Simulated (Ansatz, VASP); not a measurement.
**One calculation of Os, two programs**

```
CELL_PARAMETERS angstrom
2.73410 0.00000 0.00000
-1.36705 2.36780 0.00000
0.00000 0.00000 4.31970
ATOMIC_POSITIONS crystal
Os 0.66667 0.33333 0.75000
Os 0.33333 0.66667 0.25000
```

Alike in both runs: task relaxation of cell and atoms; functional PBE; dispersion D3(BJ); k mesh 11 × 11 × 6; occupations fermi-dirac, width 0.05 eV; no spin polarisation.

```csv
,VASP,Ansatz
version,VASP 6.6.1,Ansatz 0.2.0
potentials or method,"VASP PAW PBE potentials, release 64 (Os)",Ansatz PAW
plane-wave cutoff (eV),600,420
valence electrons in the cell,16,32
```

VASP gave:

* gap on the k mesh at the Fermi level, each at its own relaxed structure (eV): none
* relaxed volume (Å³/atom): 14.02
* relaxed cell length with the largest relative difference (Å): 2.737

Question: Estimate Ansatz's values.

Answer: gap on the k mesh at the Fermi level, each at its own relaxed structure (eV): none; relaxed volume (Å³/atom): 14.02; relaxed cell length with the largest relative difference (Å): 2.736.

A gap of «none» marks a metal or a gap that the smearing closes. The two sets of potentials don't hold the same shells in valence.

Caveats: pairwise dispersion overbinds metals, which lowers pressure and volume; the plane-wave basis is chosen anew once the cell has moved, so the energies of steps on either side of that aren't comparable (Ansatz). The runs have no spin-orbit coupling, so splittings on Os are missing.
